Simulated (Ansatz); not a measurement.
Al2Cu (Khatyrkite):

```
Cu Al
1.0
    -3.03350    3.03350    2.43850
     3.03350   -3.03350    2.43850
     3.03350    3.03350   -2.43850
Cu Al
2 4
Direct
  0.25000 0.25000 0.00000
  0.75000 0.75000 0.00000
  0.34190 0.15810 0.50000
  0.84190 0.34190 0.18380
  0.65810 0.84190 0.50000
  0.15810 0.65810 0.81620
```

Base run:

| Item | Value |
| --- | --- |
| Program | Ansatz 0.2.0 |
| Functional | r2SCAN |
| Potentials or basis | Ansatz PAW |
| Cutoff | 500 eV |
| Density cutoff | 2000 eV |
| k mesh | 7 × 7 × 7 |
| Occupations | fermi-dirac, width 0.05 eV |
| Spin | no spin polarisation |

Its results: band gap on the k mesh none (metal or under the smearing width); pressure -3.9 GPa; largest force 0.087 eV/Å.

The run is repeated on the same cell with these changes: functional from r2SCAN to RPBE; cutoff from 500 eV to 420 eV; density cutoff from 2000 eV to 1680 eV. What comes out?

Band gap on the k mesh none (metal or under the smearing width); pressure 2.1 GPa; largest force 0.024 eV/Å.

Caveats: the PAW data sets come from PBE, with cores solved anew for the run's functional, which leaves a small shift of forces and pressure; the potentials were made for another functional, which shifts forces and pressure (some runs).

Not every run made on this cell is shown here.
